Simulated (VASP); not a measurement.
**SrO in VASP 6.6.1, single-point calculation**

INCAR

```
EDIFF = 1E-7
NSW = 0
NELM = 120
SIGMA = 0.3
IBRION = -1
MAGMOM = 1 -1
LASPH = .TRUE.
PREC = Accurate
GGA = PE
NELMIN = 4
NBANDS = 15
LREAL = .FALSE.
LWAVE = .FALSE.
ISMEAR = -1
ISPIN = 2
ENCUT = 520
LCHARG = .FALSE.
ISIF = 2
```

KPOINTS

```
KPOINTS created by Atomic Simulation Environment
0
Gamma
8 8 8
0 0 0
```

POSCAR

```
Sr O
 1.0000000000000000
     0.0000000000000000    2.5798923258751905    2.5798923258751905
     2.5798923258751905    0.0000000000000000    2.5798923258751905
     2.5798923258751905    2.5798923258751905    0.0000000000000000
 Sr  O
   1   1
Cartesian
 -0.0000000000000000 -0.0000000000000000 -0.0000000000000000
  2.5798923258751905  2.5798923258751905  2.5798923258751905
```

The recommended PBE PAW datasets give the neutral cell 16 valence electrons.

Command

```
mpirun -np 1 vasp_std
```

OSZICAR

```
N       E                     dE             d eps       ncg     rms          rms(c)
DAV:   1     0.675098879859E+02    0.67510E+02   -0.84199E+03  1740   0.104E+03
DAV:   2    -0.106143044027E+02   -0.78124E+02   -0.71845E+02  2373   0.221E+02
DAV:   3    -0.136960735731E+02   -0.30818E+01   -0.30659E+01  2224   0.388E+01
DAV:   4    -0.137682169733E+02   -0.72143E-01   -0.72136E-01  2204   0.576E+00
DAV:   5    -0.137702324516E+02   -0.20155E-02   -0.20155E-02  2199   0.770E-01    0.175E+01
DAV:   6    -0.121718890371E+02    0.15983E+01   -0.66603E+00  1782   0.192E+01    0.192E+01
DAV:   7    -0.120571219175E+02    0.11477E+00   -0.29325E-01  2034   0.481E+00    0.110E+01
DAV:   8    -0.120433586523E+02    0.13763E-01   -0.99635E-02  2202   0.311E+00    0.331E+00
DAV:   9    -0.120474880467E+02   -0.41294E-02   -0.72601E-03  2427   0.653E-01    0.280E-01
DAV:  10    -0.120479711090E+02   -0.48306E-03   -0.28202E-04  1929   0.153E-01    0.160E-01
DAV:  11    -0.120484027548E+02   -0.43165E-03   -0.44061E-04  1803   0.162E-01    0.561E-02
DAV:  12    -0.120484305109E+02   -0.27756E-04   -0.32360E-05  2220   0.457E-02    0.257E-02
DAV:  13    -0.120484418757E+02   -0.11365E-04   -0.79156E-06  1824   0.217E-02    0.137E-02
DAV:  14    -0.120484470048E+02   -0.51292E-05   -0.49659E-06  1845   0.160E-02    0.484E-03
DAV:  15    -0.120484472275E+02   -0.22263E-06   -0.24576E-07  2137   0.389E-03    0.149E-03
DAV:  16    -0.120484472169E+02    0.10529E-07   -0.39591E-08  1395   0.168E-03
   1 F= -.12048447E+02 E0= -.12046321E+02  d E =-.425175E-02  mag=    -0.0000
```

It converged. Results: pressure 2.4 GPa; magnetic moment of the cell 0.00 μB.

For comparison, a separate PBE run of the intended cell, on usual settings and not on those above, gives a gap of 3.27 eV on its mesh and a pressure of 2.4 GPa.

The run above took about 30 s on one core of a shared host (Intel Xeon Platinum 8488C) and held 0.18 GiB at most.
